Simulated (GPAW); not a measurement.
## AlN in GPAW: convergence with k mesh

Input of the first run (k mesh 3 × 3 × 3); the others differ in this setting and in those tied to it:

The input run.py:

```python
from ase import Atoms
from ase.dft.bandgap import bandgap
from ase.io import write
from ase.units import GPa
from gpaw import GPAW, PW

atoms = Atoms(['Al', 'N'],
              cell=[[0.0, 2.034518, 2.034518],
                    [2.034518, 0.0, 2.034518],
                    [2.034518, 2.034518, 0.0]],
              scaled_positions=[[0.5, 0.5, 0.5],
                                [0.0, 0.0, 0.0]],
              pbc=True)

calc = GPAW(mode=PW(800),
            xc='LDA',
            kpts={'size': (3, 3, 3), 'gamma': True},
            occupations={'name': 'fermi-dirac', 'width': 0.05},
            nbands=11,
            convergence={'density': 1e-05, 'energy': 1e-05},
            maxiter=100,
            txt='gpaw.txt')
atoms.calc = calc
energy = atoms.get_potential_energy()
forces = atoms.get_forces()
stress = atoms.get_stress()
calc.write('gs.gpw')
write('result.traj', atoms)
print(f'Energy: {energy:.6f} eV')
print('Forces (eV/A):')
print(forces.round(4))
print('Stress (GPa):', (stress / GPa).round(3))
print('Fermi level:', round(calc.get_fermi_level(), 4), 'eV')
print(f'Gap: {bandgap(calc)[0]:.4f} eV, direct: {bandgap(calc, direct=True)[0]:.4f} eV')
```

Potentials or basis: the program's PAW data sets (release 1.2.1) made for this functional, pw.

The run is started by

```console
$ OMP_NUM_THREADS=1 python run.py
```

Measurements of this composition are mostly on another form, of space group No. 186.

Hardware: 1 thread of Arm Neoverse V2, with other jobs on the host.

| k mesh | energy less the tightest run, at zero smearing (meV/atom) | pressure (GPa) | gap on the mesh (eV) | SCF cycles | CPU time (s) | peak memory (GiB) |
| --- | --- | --- | --- | --- | --- | --- |
| 3 × 3 × 3 | 197.22 | -9.09 | 5.409 | 8 | 1.9 | 0.13 |
| 4 × 4 × 4 | 41.97 | -10.03 | 4.210 | 8 | 2.4 | 0.13 |
| 5 × 5 × 5 | 10.08 | -10.10 | 4.864 | 8 | 2.6 | 0.13 |
| 6 × 6 × 6 | 2.79 | -10.11 | 4.259 | 8 | 3.3 | 0.13 |
| 7 × 7 × 7 | 0.71 | -10.08 | 4.580 | 8 | 3.7 | 0.13 |
| 9 × 9 × 9 | 0.07 | -10.08 | 4.457 | 8 | 5.5 | 0.14 |
| 10 × 10 × 10 | 0.04 | -10.08 | 4.264 | 8 | 6.8 | 0.14 |
| 12 × 12 × 12 | 0.02 | -10.08 | 4.265 | 8 | 9.5 | 0.15 |
| 15 × 15 × 15 | 0.00 | -10.08 | 4.334 | 8 | 15 | 0.16 |

Against the tightest run, the energy stays within 1 meV/atom from 7 × 7 × 7 on; the pressure stays within 0.1 GPa from 4 × 4 × 4 on. Not settled before the last step: the gap on the mesh (to 0.01 eV). Meshes of other sizes hit other points, so gaps and Fermi surfaces needn't settle smoothly. The tightest run that finished is the yardstick and may itself not be fully converged.

Caveat, for the tightest run too: an odd mesh through Γ misses points on the zone boundary, where band edges often lie.
